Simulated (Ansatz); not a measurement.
Cu2O (Cuprite): band structure with PBEsol

**Experimental background.**

“Importance of surface oxygen vacancies for ultrafast hot carrier relaxation and transport in Cu2O”, 2021, arxiv:2103.03167 quotes, for a bulk crystal of Cu2O: band gap 2.17 eV (direct).

The system is Cu2O (Cuprite).

```
Cu O
1.0
     4.26000    0.00000    0.00000
     0.00000    4.26000    0.00000
     0.00000    0.00000    4.26000
Cu O
4 2
Direct
  0.75000 0.25000 0.75000
  0.75000 0.75000 0.25000
  0.25000 0.75000 0.75000
  0.25000 0.25000 0.25000
  0.50000 0.50000 0.50000
  0.00000 0.00000 0.00000
```

```
Program                             : Ansatz 0.2.0
Task                                : band structure
Functional                          : PBEsol
Potentials or basis                 : Ansatz PAW
Cutoff                              : 420 eV (not typed: the program's choice for these potentials)
k mesh                              : 6 × 6 × 6
Occupations                         : fermi-dirac, width 0.05 eV
Spin                                : no spin polarisation
Path                                : [["G", "X", "M", "G", "R", "X"], ["M", "R"]]
Points for each segment of the path : 14
```

The pressure is -3.2 GPa and the band gap on the k mesh is 0.50 eV, direct. The band gap along the path is 0.50 eV, direct.

Levels at the corners of the path, in eV from the valence-band top:
| point | band 41 | band 42 | band 43 | band 44 | band 45 | band 46 | band 47 | band 48 |
| --- | --- | --- | --- | --- | --- | --- | --- | --- |
| Γ | -1.55 | 0.00 | 0.00 | 0.00 | 0.50 | 1.15 | 1.15 | 7.87 |
| X | -1.19 | -1.19 | -0.40 | -0.40 | 2.22 | 2.22 | 4.16 | 4.16 |
| M | -1.21 | -1.21 | -0.66 | -0.66 | 1.85 | 1.85 | 3.80 | 3.80 |
| Γ | -1.55 | 0.00 | 0.00 | 0.00 | 0.50 | 1.15 | 1.15 | 7.87 |
| R | -1.01 | -0.57 | -0.57 | -0.57 | 2.37 | 2.37 | 2.37 | 4.84 |
| X | -1.19 | -1.19 | -0.40 | -0.40 | 2.22 | 2.22 | 4.16 | 4.16 |
| M | -1.21 | -1.21 | -0.66 | -0.66 | 1.85 | 1.85 | 3.80 | 3.80 |
| R | -1.01 | -0.57 | -0.57 | -0.57 | 2.37 | 2.37 | 2.37 | 4.84 |

Wall time 15 s on 2 threads of Intel(R) Xeon(R) Processor @ 2.50GHz (Skylake/Cascade Lake), on a shared host, peak memory 0.47 GiB.

A measured gap of Cu2O is 2.17 eV (direct; quoted in “Importance of surface oxygen vacancies for ultrafast hot carrier relaxation and transport in Cu2O”, 2021, arxiv:2103.03167); the calculated 0.50 eV misses it by -1.67 eV. So large a miss can be the level of theory's own, or it may mean another phase, state or a wrong row. The value is that of PBEsol, without temperature or zero-point motion. Semilocal functionals fall short of measured gaps as a rule.

Caveat: the pressure holds a Pulay correction of +0.4 GPa for the finite cutoff; the PAW data sets come from PBE, with cores solved anew for the run's functional, which leaves a small shift of forces and pressure.
